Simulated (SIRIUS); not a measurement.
ZrO:

```
CELL_PARAMETERS angstrom
1.82664 -2.91885 0.00000
1.82664 2.91885 0.00000
0.00000 0.00000 2.61994
ATOMIC_POSITIONS crystal
Zr 0.00000 0.00000 0.00000
O 0.50000 0.50000 0.00000
```

The cell was built by a generator and needn't be a form met in nature.

Base run:

```yaml
Program: SIRIUS 7.10.0
Functional: LDA
Potentials_or_basis: PseudoDojo 0.4.1 PBE standard (scalar relativistic)
Cutoff: 1152 eV
Density_cutoff: 4606 eV
k_mesh: 6 × 6 × 7
Occupations: fermi-dirac, width 0.05 eV
Spin: no spin polarisation
```

Its results: band gap on the k mesh none (metal or under the smearing width); pressure 57.3 GPa.

Question: After a change of settings the same cell gave: band gap on the k mesh none (metal or under the smearing width); pressure 26.5 GPa. Which change was it?
A. functional from LDA to HLE16; libxc names from ["XC_LDA_X", "XC_LDA_C_PW"] to ["XC_GGA_XC_HLE16"]
B. functional from LDA to BLYP; libxc names from ["XC_LDA_X", "XC_LDA_C_PW"] to ["XC_GGA_X_B88", "XC_GGA_C_LYP"]
C. functional from LDA to PW91; libxc names from ["XC_LDA_X", "XC_LDA_C_PW"] to ["XC_GGA_X_PW91", "XC_GGA_C_PW91"]
D. functional from LDA to PBEsol; libxc names from ["XC_LDA_X", "XC_LDA_C_PW"] to ["XC_GGA_X_PBE_SOL", "XC_GGA_C_PBE_SOL"]

Answer: A.

Caveats: the potentials were made for another functional, which shifts forces and pressure; a pressure of tens of GPa on the cell as given is suspect, and the run, the potentials or the cell itself is likely at fault (some runs); the potentials were made for a functional far from this one (some runs).
